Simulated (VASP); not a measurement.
The system is MoSe2.

```
Mo Se
1.0
     3.28800    0.00000    0.00000
    -1.64400    2.84749    0.00000
     0.00000    0.00000   12.90000
Mo Se
2 4
Direct
  0.33333 0.66667 0.25000
  0.66667 0.33333 0.75000
  0.33333 0.66667 0.62500
  0.66667 0.33333 0.12500
  0.33333 0.66667 0.87500
  0.66667 0.33333 0.37500
```

| Property | Result |
| --- | --- |
| Program | VASP 6.6.1 |
| Task | relaxation of cell and atoms |
| Functional | PBE |
| Potentials or basis | VASP PAW PBE potentials, release 64 (Mo_sv, Se) |
| Cutoff | 520 eV |
| k mesh | 9 × 9 × 2 |
| Occupations | gaussian, width 0.1 eV |
| Spin | no spin polarisation |

At the start: pressure 8.3 GPa; volume 20.13 Å³/atom.

How do energy, volume and symmetry change on relaxing?

Over 33 steps the energy falls by 42.3 meV/atom and the volume is 23.07 Å³/atom (+14.6 %); space group P6_3/mmc (No. 194, to 0.05 Å).

The path:
| step | energy change (eV) | largest force (eV/Å) | pressure (GPa) | volume (Å³) |
| --- | --- | --- | --- | --- |
| 1 | 0.0000 | 1.1452 | 8.33 | 120.78 |
| 2 | 0.5052 | 1.9502 | -11.30 | 139.96 |
| 3 | -0.2049 | 0.1647 | -0.30 | 127.01 |
| 4 | -0.2054 | 0.1163 | 0.02 | 126.74 |
| 5 | -0.2053 | 0.0944 | 0.16 | 126.62 |
| 6 | -0.2099 | 0.1077 | 0.23 | 126.81 |
| 7 | -0.2176 | 0.1451 | 0.45 | 127.36 |
| 8 | -0.2214 | 0.1402 | 0.30 | 127.91 |
| 9 | -0.2302 | 0.1259 | -0.11 | 129.57 |
| 10 | -0.2363 | 0.0925 | -0.84 | 132.92 |
| 11 | -0.2384 | 0.0543 | -0.65 | 133.15 |
| 12 | -0.2414 | 0.0339 | -0.22 | 133.67 |
| 13 | -0.2404 | 0.2184 | 0.66 | 134.69 |
| 14 | -0.2421 | 0.1107 | 0.14 | 134.09 |
| 15 | -0.2454 | 0.0879 | 0.14 | 134.46 |
| 16 | -0.2512 | 0.0230 | 0.18 | 135.55 |
| 17 | -0.2470 | 0.0925 | 0.36 | 137.68 |
| 18 | -0.2521 | 0.0042 | 0.26 | 136.19 |
| 19 | -0.2525 | 0.0429 | -0.03 | 136.68 |
| 20 | -0.2525 | 0.0449 | -0.04 | 136.71 |
| 21 | -0.2528 | 0.0276 | -0.04 | 136.88 |
| 22 | -0.2529 | 0.0086 | -0.03 | 137.07 |
| 23 | -0.2529 | 0.0006 | 0.04 | 137.06 |
| 24 | -0.2530 | 0.0128 | 0.14 | 137.04 |
| 25 | -0.2530 | 0.0128 | 0.13 | 137.05 |
| 26 | -0.2530 | 0.0121 | 0.13 | 137.09 |
| 27 | -0.2531 | 0.0105 | 0.14 | 137.15 |
| 28 | -0.2532 | 0.0073 | 0.17 | 137.29 |
| 29 | -0.2532 | 0.0011 | 0.21 | 137.56 |
| 30 | -0.2534 | 0.0160 | 0.09 | 137.82 |
| 31 | -0.2535 | 0.0321 | -0.02 | 138.07 |
| 32 | -0.2536 | 0.0225 | -0.01 | 138.18 |
| 33 | -0.2537 | 0.0026 | -0.01 | 138.42 |

Final structure:
```
Mo Se
1.0
     3.32341    0.00000    0.00000
    -1.66171    2.87816    0.00000
     0.00000    0.00000   14.47123
Mo Se
2 4
Direct
  0.33333 0.66667 0.25000
  0.66667 0.33333 0.75000
  0.33333 0.66667 0.63461
  0.66667 0.33333 0.13461
  0.33333 0.66667 0.86539
  0.66667 0.33333 0.36539
```

Caveat: this functional lacks dispersion, which binds the layers, so the pressure and a relaxed spacing across them are unreliable; the volume moved by +15 % from the deposited cell, more than functionals usually miss.
